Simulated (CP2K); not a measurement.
## AgCl under changes of volume

One of the cells (20.247 Å³/atom); the others are scaled copies at fixed shape and fractional positions:

```
CELL_PARAMETERS angstrom
3.43397 0.00000 0.00000
0.00000 3.43397 0.00000
0.00000 0.00000 3.43397
ATOMIC_POSITIONS crystal
Ag 0.00000 0.00000 0.00000
Cl 0.50000 0.50000 0.50000
```

Measurements of this composition are mostly on another form, of space group No. 225.

* Program: CP2K 2026.2
* Functional: PBE
* Potentials or basis: POTENTIAL_UZH Ag GTH-PBE-q11, Cl GTH-PBE-q7; TZVP-MOLOPT-PBE-GTH basis
* Density cutoff: 6123 eV
* k mesh: 8 × 8 × 8
* Occupations: fermi-dirac, width 0.05 eV
* Spin: no spin polarisation

```csv
volume (Å³/atom),energy over the lowest point (meV/atom),pressure (GPa),gap on the mesh (eV)
19.032,10.74,3.2,0.60
19.437,4.29,1.9,0.59
19.842,?,?,?
20.247,0.00,-0.1,0.57
20.652,1.48,-1.0,0.57
21.057,4.98,-1.8,0.57
21.462,10.27,-2.4,0.56
```

Problem. What does the run at 19.842 Å³/atom give?

Solution. Energy over the lowest point 0.83 meV/atom; pressure 0.8 GPa; gap on the mesh 0.58 eV.

Worked out: A Birch-Murnaghan fit of order 3 (a polynomial in V^(-2/3)) to the other rows has its minimum at 20.18 Å³/atom with B0 = V·E''(V) = 46 GPa and B' = 5.4. It gives 0.83 meV/atom at 19.842 Å³/atom, against the run's 0.83, and -dE/dV = 0.8 GPa, against 0.8. A parabola through the other rows of the gap, of slope -0.375 eV per unit of ln V there, gives 0.58 eV, against the run's 0.58.

Energies are extrapolated to zero smearing.

Caveats: the basis of atomic orbitals isn't converged, which shifts pressures, moduli and gaps.

A mesh can miss the band edges. Spin-orbit coupling on Ag is left out.
